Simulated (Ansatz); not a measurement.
Input and command of a plane-wave DFT calculation in Ansatz:

```yaml
crystal:
  lattice:
    - [5.41300273, 0.0, 0.0]
    - [0.0, 5.41300273, 0.0]
    - [0.0, 0.0, 3.30778919]
  atoms:
    - { symbol: Zr, position: [0.29612546, 0.29612546, 0.0] }
    - { symbol: Zr, position: [0.70387454, 0.70387454, 0.0] }
    - { symbol: Zr, position: [0.79612546, 0.20387454, 0.5] }
    - { symbol: Zr, position: [0.20387454, 0.79612546, 0.5] }
    - { symbol: "N", position: [0.0, 0.0, 0.0] }
    - { symbol: "N", position: [0.5, 0.5, 0.5] }
basis:
  ecutwfc: 700
kpoints:
  mp_grid: { grid: [8, 8, 10] }
hamiltonian:
  xc: r2scan
scf:
  occupations: { method: gaussian, width: 0.1 }
output:
  forces: true
  stress: true
  eigenvalues: true
```

```bash
ansatz run input.yaml --threads 1 --pin off --max-ram 2560MiB --backend cpu --events-out ev --progress --plain --runs-dir out
```

Processor: AMD EPYC 9R45 96-Core Processor (Zen 5), 1 thread, on a host shared with other jobs.

**Question.** How long does it run, and how much memory does it take?

**Answer.** About 22 s on 1 thread of AMD EPYC 9R45 96-Core Processor (Zen 5) (shared host), peak memory 1 GiB. It solves 35 bands at 90 k points (the mesh reduced by symmetry) with about 4083 plane waves, in 8 SCF iterations.
